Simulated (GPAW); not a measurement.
# GaSb (F-43m) in GPAW: settings compared

The runs below take GaSb through band structure, equation of state, with PBE, rSCAN, RPBE+D3, r2SCAN.

Program: GPAW 26.7.0. These are calculated values, not measurements. Logs are shortened: lines on timing, memory, paths and dates and some standing lists are left out, and cuts for length are marked. The log counts tension as positive stress, the text compression.

**Experimental background.**

From a printed reference work, data compilation, for a bulk crystal of GaSb at 4.2 K: band gap 0.811 eV (direct).

The runs below are set against these values where they give the same quantity.

### 1 Starting point

It takes space group F-43m (No. 216, cubic). Conventional cell: a = 6.118 Å, b = 6.118 Å, c = 6.118 Å, α = 90.00°, β = 90.00°, γ = 90.00°. Sb (site symmetry -43m) has 4 Ga at 2.65 Å as nearest neighbours. Around Ga (site symmetry -43m) lie 4 Sb at 2.65 Å.

### 2 Band structure, PBE, spin-orbit coupling, no magnetisation

The input, run.py:

```python
import numpy as np
from ase.dft.bandgap import bandgap
from ase.io import read, write
from ase.units import GPa
from gpaw import GPAW, PW
from gpaw.spinorbit import soc_eigenstates

atoms = read('GaSb.cif')

calc = GPAW(mode=PW(600),
            xc='PBE',
            kpts={'size': (6, 6, 6), 'gamma': True},
            occupations={'name': 'fermi-dirac', 'width': 0.05},
            nbands=18,
            convergence={'density': 1e-05, 'energy': 1e-05},
            maxiter=150,
            txt='gpaw.txt')
atoms.calc = calc
energy = atoms.get_potential_energy()
forces = atoms.get_forces()
stress = atoms.get_stress()
calc.write('gs.gpw')
write('result.traj', atoms)
print(f'Energy: {energy:.6f} eV')
print('Forces (eV/A):')
print(forces.round(4))
print('Stress (GPa):', (stress / GPa).round(3))
print('Fermi level:', round(calc.get_fermi_level(), 4), 'eV')
print(f'Gap: {bandgap(calc)[0]:.4f} eV, direct: {bandgap(calc, direct=True)[0]:.4f} eV')

path = atoms.cell.bandpath('GXWKGLUWLK,UX', npoints=100, eps=1e-4)
bs_calc = calc.fixed_density(kpts=path, symmetry='off', nbands=30,
                             convergence={'bands': 'CBM+6.0', 'eigenstates': 1e-6}, txt='bands.txt')
bs = bs_calc.band_structure()
bs.write('bs.json')
print(f'Gap on the path: {bandgap(bs_calc)[0]:.4f} eV')

soc = soc_eigenstates(bs_calc, theta=0, phi=0)
np.savetxt('soc_bands.dat', soc.eigenvalues(), fmt='%.4f')
mesh = soc_eigenstates('gs.gpw', theta=0, phi=0)
np.savetxt('soc_mesh.dat', mesh.eigenvalues(), fmt='%.4f')
print('Fermi level with spin-orbit coupling:', round(mesh.fermi_level, 4), 'eV')
```

The input, GaSb.cif:

```cif
data_GaSb
_cell_length_a 4.32607929
_cell_length_b 4.32607929
_cell_length_c 4.32607929
_cell_angle_alpha 60.00000000
_cell_angle_beta 60.00000000
_cell_angle_gamma 60.00000000
_space_group_name_H-M_alt 'P1'
_space_group_name_Hall 'P 1'
_space_group_IT_number 1
loop_
_space_group_symop_operation_xyz
'x,y,z'
loop_
_atom_site_label
_atom_site_type_symbol
_atom_site_symmetry_multiplicity
_atom_site_Wyckoff_symbol
_atom_site_fract_x
_atom_site_fract_y
_atom_site_fract_z
_atom_site_occupancy
Sb1 Sb 1 a 0.7500000000 0.7500000000 0.7500000000 1
Ga1 Ga 1 a 0.0000000000 0.0000000000 0.0000000000 1
```

Potentials or basis: GPAW PAW data sets (gpaw-data 1.2.1), pw.

Run with:

```
$ OMP_NUM_THREADS=1 python run.py
```

gpaw.txt:

```text
__  _  _
 | _ |_)|_||  |
 |__||  | ||/\| - 26.7.0

Input parameters:
  mode=PW(ecut=600.0),
  convergence={'density': 1e-05, 'energy': 1e-05},
  kpts=MonkhorstPack(size=(6, 6, 6), gamma=True),
  maxiter=150,
  nbands=18,
  occupations=Occupations(name='fermi-dirac', width=0.05),
  xc=XC(name='PBE')

Diagonalizing LCAO Hamiltonian
Converting LCAO to pw mode

                          Sb

       Ga

Atoms  # Å, Bohr magnetons
|   | symbol |        x |        y |        z |    initial magnetic moments |
|---|--------|----------|----------|----------|-----------------------------|
| 0 |     Sb | 6.489119 | 3.746495 | 2.649172 | ( 0.0000,  0.0000,  0.0000) |
| 1 |     Ga | 0.000000 | 0.000000 | 0.000000 | ( 0.0000,  0.0000,  0.0000) |

Unit cell  # Å
| periodic |        x |        y |        z |  lengths |    angles |
|----------|----------|----------|----------|----------|-----------|
|      yes | 4.326079 | 0.000000 | 0.000000 | 4.326079 | 60.000000 |
|      yes | 2.163040 | 3.746495 | 0.000000 | 4.326079 | 60.000000 |
|      yes | 2.163040 | 1.248832 | 3.532229 | 4.326079 | 60.000000 |

Number of symmetries: 24
Symmetry operations  # r_c * U_cc + t_c -> r_c
|    | kind |            matrix            |
|----|------|------------------------------|
|  0 |  E   |  1, 0, 0,  0, 1, 0,  0, 0, 1 |
|  1 |  σ   |  1, 0, 0,  0, 0, 1,  0, 1, 0 |
|  2 |  σ   |  1, 0,-1,  0, 1,-1,  0, 0,-1 |
|  3 |  C3  |  1, 0,-1,  0, 0,-1,  0, 1,-1 |
|  4 |  C3  |  1,-1, 0,  0,-1, 1,  0,-1, 0 |
|  5 |  σ   |  1,-1, 0,  0,-1, 0,  0,-1, 1 |
|  6 |  σ   |  0, 1, 0,  1, 0, 0,  0, 0, 1 |
|  7 |  C3  |  0, 1, 0,  0, 0, 1,  1, 0, 0 |
|  8 |  C2  |  0, 1,-1,  1, 0,-1,  0, 0,-1 |
|  9 |  S4  |  0, 1,-1,  0, 0,-1,  1, 0,-1 |
| 10 |  C3  |  0, 0, 1,  1, 0, 0,  0, 1, 0 |
| 11 |  σ   |  0, 0, 1,  0, 1, 0,  1, 0, 0 |
| 12 |  S4  |  0, 0,-1,  1, 0,-1,  0, 1,-1 |
| 13 |  C3  |  0, 0,-1,  0, 1,-1,  1, 0,-1 |
| 14 |  S4  |  0,-1, 1,  1,-1, 0,  0,-1, 0 |
| 15 |  C2  |  0,-1, 1,  0,-1, 0,  1,-1, 0 |
| 16 |  C3  |  0,-1, 0,  1,-1, 0,  0,-1, 1 |
| 17 |  S4  |  0,-1, 0,  0,-1, 1,  1,-1, 0 |
| 18 |  S4  | -1, 1, 0, -1, 0, 1, -1, 0, 0 |
| 19 |  C3  | -1, 1, 0, -1, 0, 0, -1, 0, 1 |
| 20 |  C3  | -1, 0, 1, -1, 1, 0, -1, 0, 0 |
| 21 |  S4  | -1, 0, 1, -1, 0, 0, -1, 1, 0 |
| 22 |  σ   | -1, 0, 0, -1, 1, 0, -1, 0, 1 |
| 23 |  C2  | -1, 0, 0, -1, 0, 1, -1, 1, 0 |

BZ-sampling:
  Number of BZ points: 216
  Number of IBZ points: 16

  Monkhorst-Pack size: [6, 6, 6]
  Monkhorst-Pack shift: [0.08333333333333333, 0.08333333333333333, 0.08333333333333333]

K-points  # in reciprocal-cell coordinates
|     |                                coordinates |     weight |
|-----|--------------------------------------------|------------|
|   0 | (  0.00000000,   0.00000000,   0.00000000) | 0.00462963 |
|   1 | (  0.16666667,   0.16666667,   0.00000000) | 0.02777778 |
|   2 | (  0.16666667,   0.16666667,   0.16666667) | 0.03703704 |
|   3 | (  0.33333333,   0.16666667,   0.16666667) | 0.05555556 |
|   4 | (  0.33333333,   0.33333333,  -0.33333333) | 0.05555556 |
|   5 | (  0.33333333,   0.33333333,   0.00000000) | 0.02777778 |
|   6 | (  0.33333333,   0.33333333,   0.16666667) | 0.11111111 |
|   7 | (  0.33333333,   0.33333333,   0.33333333) | 0.03703704 |
|   8 | (  0.50000000,   0.33333333,  -0.33333333) | 0.11111111 |
|   9 | (  0.50000000,   0.33333333,  -0.16666667) | 0.05555556 |
| ... |                                            |            |
|  15 | (  0.50000000,   0.50000000,   0.50000000) | 0.01851852 |

Plane wave coefficients: 1932
Cutoff: 600.0 eV

Spin-components: 1 (collinear spins)
Bands:           18
Projectors:      11
Spin-degeneracy: 2
Datatype:        complex128

Parallelization:
  kpt:    1
  domain: 1
  band:   1

Density:
  Valence electrons: 18.0
  Components: 1
  Grid points: [25 25 25]
  Charge: 0.0  # |e|

Potential:
  Grid points: [25 25 25]

species:
  Sb:
    name:    Antimony
    Z:       51.0
    valence: 15
    core:    36
    charge:  0.0  # [|e|]
    compensation charges:
      type: gauss
      rc: 0.36  # [Å]
      lmax: 2
    cutoffs:
      filter: 2.23  # [Å]
      core: 2.23  # [Å]
    projectors
    | kind |    occ | energy [eV] | rcut [Å] |
    |------|--------|-------------|----------|
    |   5s |  2.000 |     -12.815 |    1.154 |
    |   5p |  3.000 |      -4.830 |    1.233 |
    |   4d | 10.000 |     -33.514 |    1.196 |
    |    s |        |      14.396 |    1.154 |
    |    p |        |      22.381 |    1.233 |
    |    d |        |      -6.303 |    1.196 |

    Using partial waves for Sb as LCAO basis

  Ga:
    name:    Gallium
    Z:       31.0
    valence: 3
    core:    28
    charge:  0.0  # [|e|]
    compensation charges:
      type: gauss
      rc: 0.37  # [Å]
      lmax: 2
    cutoffs:
      filter: 2.06  # [Å]
      core: 4.17  # [Å]
    projectors
    | kind |    occ | energy [eV] | rcut [Å] |
    |------|--------|-------------|----------|
    |   4s |  2.000 |      -8.945 |    1.164 |
    |   4p |  1.000 |      -2.580 |    1.164 |
    |    s |        |      18.266 |    1.164 |
    |    p |        |      24.631 |    1.164 |
    |    d |        |       0.000 |    1.164 |

    Using partial waves for Ga as LCAO basis

Reference energy: -229166.229777  # eV

eigensolver:
  PPCG
  Converge bands: occupied
  niter=2

density mixing:
  MSR1-Mixer
  Pratt-step length: 0.05
  Maximum mixing coefficient: 0.75
  Old densities: 10
  SVD Regularization: 0.005
  Good broyden scale: 1.0
  Trust region scale: 1.0
  Backstep threshold: 4.0
  History deletion threshold: 6.0
  Fourier metric: weight=20.0, sigma=0.015

occupation numbers:
  Fermi-Dirac:
    width: 0.0500  # eV

poisson solver:
  ecut: 4800.0  # eV

xc functional:
  name: PBE with 2 nearest neighbor stencil

convergence criteria:
- Maximum integral of absolute [dens]ity change: 1e-05 electrons / valence electron
- Maximum [total energy] change in last 3 cyles: 1e-05 eV / valence electron
- Maximum integral of absolute [eigenst]ate change: 4e-08 eV^2 / valence electron
maximum number of iterations: 150

SCF iterations
|iter     | |      energy | eigst |  dens |
|---------|-|-------------|-------|-------|
|iter:   1| |   -7.634172 | +0.22 |       |
|iter:   2| |   -7.637254 | -2.03 | -1.28 |
|iter:   3| |   -7.619624 | -2.47 | -1.31 |
|iter:   4| |   -7.621686 | -3.15 | -1.84 |
|iter:   5| |   -7.622066 | -4.23 | -2.59 |
|iter:   6| |   -7.622199 | -4.89 | -2.97 |
|iter:   7| |   -7.622200c| -6.66 | -4.12 |
|iter:   8| |   -7.622200c| -7.46c| -4.56 |
|iter:   9| |   -7.622200c| -8.24c| -5.39c|

Converged in 9 steps
Energy contributions relative to reference atoms: (reference = -229166.229777)

Energy contributions:
  Kinetic:          12.418262
  Coulomb:         -10.870090
  Zero:              0.192852
  External:          0.000000
  Xc:               -9.362753
  Entropy:          -0.000942
  Spinorbit:         0.000000
  ----------------------------
  Free energy:      -7.622671
  Extrapolated:     -7.622200

dipole moment: (-15.614865, -9.015246, -6.374742)  # |e|*Ang

Fermi level: 4.970
Eigenvalues  # (at kpt = [0.000, 0.000, 0.000])
| band index |      eig [eV] | occ [0-2] |
|------------|---------------|-----------|
|          0 |       -23.854 |     2.000 |
|          1 |       -23.854 |     2.000 |
|          2 |       -23.854 |     2.000 |
|          3 |       -23.837 |     2.000 |
|          4 |       -23.837 |     2.000 |
|          5 |        -6.556 |     2.000 |
[... 10 lines left out ...]
|         16 |        14.428 |     0.000 |
|         17 |        14.428 |     0.000 |

Gap: 0.090 eV
Transition (v -> c):
  (s=0, k=0, n=8, [0.00, 0.00, 0.00]) -> (s=0, k=0, n=9, [0.00, 0.00, 0.00])
No difference between direct/indirect transitions

Forces  # eV/Ang
|       x |       y |        z |
|---------|---------|----------|
| 0.00000 | 0.00000 |  0.00000 |  # Sb   0
| 0.00000 | 0.00000 | -0.00000 |  # Ga   1

Stress tensor  # eV/Ang^3
|         x |         y |         z |
|-----------|-----------|-----------|
| -0.014886 |  0.000000 |  0.000000 |
| -0.000000 | -0.014886 |  0.000000 |
|  0.000000 |  0.000000 | -0.014886 |

# Writing to gs.gpw (mode='')
```

bands.txt:

```text
Diagonalizing LCAO Hamiltonian
Converting LCAO to pw mode
convergence criteria:
- Maximum integral of absolute [eigenst]ate change: 1e-06 eV^2 / valence electron
maximum number of iterations: 150

SCF iterations
|iter     | |      energy | eigst |  dens |
|---------|-|-------------|-------|-------|
|iter:   1| |             | +0.62 |       |
[... 105 lines left out ...]
         [0.375     , 0.375     , 0.75      ],
         [0.625     , 0.25      , 0.625     ],
         [0.60416667, 0.20833333, 0.60416667],
         [0.58333333, 0.16666667, 0.58333333],
         [0.5625    , 0.125     , 0.5625    ],
         [0.54166667, 0.08333333, 0.54166667],
         [0.52083333, 0.04166667, 0.52083333],
         [0.5       , 0.        , 0.5       ]])),
  maxiter=150,
  nbands=30,
  occupations=Occupations(name='fermi-dirac', width=0.05),
  symmetry=Symmetry(point_group=False, time_reversal=False),
  xc=XC(name='PBE')
```

Wall time 39 s (1 thread of Intel Xeon Platinum 8488C (Sapphire Rapids), shared host); peak memory 0.34 GiB.

What came out:

```yaml
Free_energy: -7.6227 eV
Pressure: 2.4 GPa
Band_gap_along_the_path: none (metal or under the smearing width)
```

Levels at the corners of the path, in eV from the Fermi level:
```tsv
point	band 16	band 17	band 18	band 19	band 20	band 21
Γ	-0.16	0.00	0.00	0.00	0.00	2.41
X	-2.96	-2.68	-2.68	0.68	0.68	1.02
W	-3.46	-3.35	-3.32	3.22	3.65	4.09
K	-3.75	-2.44	-2.42	1.16	1.19	3.58
Γ	-0.16	0.00	0.00	0.00	0.00	2.41
L	-1.64	-1.18	-1.18	0.19	0.19	3.47
U	-3.75	-2.44	-2.42	1.16	1.19	3.58
W	-3.46	-3.35	-3.32	3.22	3.65	4.09
L	-1.64	-1.18	-1.18	0.19	0.19	3.47
K	-3.75	-2.44	-2.42	1.16	1.19	3.58
U	-3.75	-2.44	-2.42	1.16	1.19	3.58
X	-2.96	-2.68	-2.68	0.68	0.68	1.02
```

Caveat: spin-orbit coupling was added after a scalar SCF, so levels and gaps hold it while energy, forces, pressure and moments don't; this program's spin-orbit splittings come out too wide for heavy elements; this crystal is a semiconductor, whose small gap the functional closes, so the metal is an error of the method.

[end of part 1 of 2]
